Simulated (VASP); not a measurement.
MgO, 4 atoms in the cell. Symmetry: P6_3/mmc, No. 194, hexagonal system. The conventional cell has a = 3.484 Å, b = 3.484 Å, c = 4.185 Å, α = 90.00°, β = 90.00°, γ = 120.00°. Mg (site symmetry -6m2) has 5 O at 2.01 to 2.09 Å as nearest neighbours. O (site symmetry -6m2) is surrounded by 5 Mg at 2.01 to 2.09 Å. The cell was built by a generator and needn't be a form met in nature.

- Program: VASP 6.6.1
- Task: dielectric tensor
- Functional: r2SCAN
- Potentials or basis: VASP PAW PBE potentials, release 64 (Mg, O)
- Cutoff: 520 eV
- k mesh: 9 × 9 × 6
- Occupations: gaussian, width 0.01 eV
- Spin: no spin polarisation
- Dipole correction: no
- Further INCAR settings: ALGO = Normal; EDIFF = 1e-08

Potentials or basis: VASP PAW PBE potentials, release 64 (Mg, O).

The run is started by

```console
$ cat potpaw_PBE.64/Mg/POTCAR potpaw_PBE.64/O/POTCAR > POTCAR
$ mpirun -np 1 vasp_std > vasp.out
```

Hardware: 1 thread of Intel(R) Xeon(R) 6975P-C (Granite Rapids), with other jobs on the host.

Task: Estimate the wall time of this run.

Result: It took 25 min on 1 thread of Intel(R) Xeon(R) 6975P-C (Granite Rapids) (shared host), peak memory 0.48 GiB. Counts: scf iterations 66, k points 48.
